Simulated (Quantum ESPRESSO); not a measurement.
## AlN: phonons at points of the zone under several settings

```
Al N
1.0
     0.00000    2.18399    2.18399
     2.18399    0.00000    2.18399
     2.18399    2.18399    0.00000
Al N
1 1
Direct
  0.00000 0.00000 0.00000
  0.25000 0.25000 0.25000
```

Measurements of this composition are mostly on another form, of space group No. 186.

All runs used Quantum ESPRESSO 7.5; potentials GBRV 1.5 PBE; k mesh 6 × 6 × 6, shifted; relaxed cell; no spin polarisation; cutoff 612 eV; occupations smeared at first, fixed for the response.

| level | point | frequencies (cm⁻¹) |
| --- | --- | --- |
| PBE | Γ (0.000, 0.000, 0.000) | 0 0 0 636 636 636 |
| PBE | L (0.500, 0.500, 0.500) | 225 225 564 626 626 709 |
| PBE | K (0.375, 0.375, 0.750) | 310 408 517 632 648 701 |
| PBE | W (0.500, 0.250, 0.750) | ? |
| PBE | X (0.500, 0.000, 0.500) | 331 331 573 640 640 696 |

Q: What stands in the row left open?

A: Frequencies 362 408 496 639 645 699 cm⁻¹.
